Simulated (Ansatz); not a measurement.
**HfSi₃O₈: rattling a relaxed structure**

It was reached by relaxing an invented guess, and it needn't be the stable form of this composition.

The calculation used DFT PBE, scalar-relativistic, plane waves, PAW (Ansatz 0.2.0). Settings: cutoff 420 eV, Γ-centred mesh 4×4×4 on the computed 12-atom cell, Gaussian smearing of 0.02 eV; no spin polarisation.

The cell below (12 atoms, space group P-4m2 (No. 115)) is relaxed within its symmetry.

```cif
data_structure
_symmetry_space_group_name_H-M 'P 1'
_symmetry_Int_Tables_number 1
_cell_length_a 5.5015
_cell_length_b 5.5015
_cell_length_c 7.9864
_cell_angle_alpha 90.000
_cell_angle_beta 90.000
_cell_angle_gamma 90.000
_cell_volume 241.72
loop_
_atom_site_label
_atom_site_type_symbol
_atom_site_fract_x
_atom_site_fract_y
_atom_site_fract_z
_atom_site_occupancy
Hf1 Hf 0.00000 0.00000 0.50000 1
Si1 Si 0.50000 0.00000 0.77929 1
Si2 Si 0.00000 0.50000 0.22071 1
Si3 Si 0.50000 0.50000 0.00000 1
O1 O 0.73376 0.00000 0.65662 1
O2 O 0.24906 0.50000 0.10909 1
O3 O 0.26624 0.00000 0.65662 1
O4 O 0.75094 0.50000 0.10909 1
O5 O 0.00000 0.26624 0.34338 1
O6 O 0.50000 0.75094 0.89091 1
O7 O 0.00000 0.73376 0.34338 1
O8 O 0.50000 0.24906 0.89091 1
```

For the test it was strained at random (σ = 1.5 % a component), the atoms were moved at random (σ = 0.05 Å), and all was relaxed again on a coarse 4×4×2 mesh (in the run’s order of axes) with 0.10 eV smearing, with no symmetry imposed.

Spin–orbit coupling, which can matter for Hf, is left out.

**Question.** Is the structure stable against such a distortion?

**Answer.** It doesn't return. The energy falls by 13 meV/atom on that mesh, the volume changes by -9.2 %, and the end has space group C2 (No. 5) at a loose tolerance. Relaxed again on a 4×4×4 mesh with 0.02 eV smearing, the new structure lies 13 meV/atom below the first (mesh in the axes of the run's cell; the cell below is made exact in the group named). Space group C2 (No. 5), monoclinic, a = 7.531 Å, b = 7.669 Å, c = 7.592 Å, β = 90.0°. Around Hf lie 4 O at 1.94–1.95 Å; Si on a site of symmetry 1 is surrounded by 4 O at 1.62–1.63 Å; around Si on a site of symmetry 2 lie 4 O at 1.63 Å; O on its first site is surrounded by 1 Si at 1.62 Å and 1 Hf at 1.95 Å; 3 more sites not described.

```cif
data_structure
_symmetry_space_group_name_H-M 'C2'
_symmetry_Int_Tables_number 5
_cell_length_a 7.5306
_cell_length_b 7.6687
_cell_length_c 7.5922
_cell_angle_alpha 90.000
_cell_angle_beta 90.046
_cell_angle_gamma 90.000
_cell_volume 438.45
loop_
_atom_site_label
_atom_site_type_symbol
_atom_site_symmetry_multiplicity
_atom_site_Wyckoff_symbol
_atom_site_fract_x
_atom_site_fract_y
_atom_site_fract_z
_atom_site_occupancy
Hf1 Hf 2 a 0.50000 0.51991 0.00000 1
Si1 Si 4 c 0.27375 0.25027 0.26873 1
Si2 Si 2 b 0.50000 0.97738 0.50000 1
O1 O 4 c 0.42535 0.38768 0.20631 1
O2 O 4 c 0.38814 0.85126 0.63157 1
O3 O 4 c 0.19312 0.16225 0.08984 1
O4 O 4 c 0.64062 0.09940 0.60632 1
```
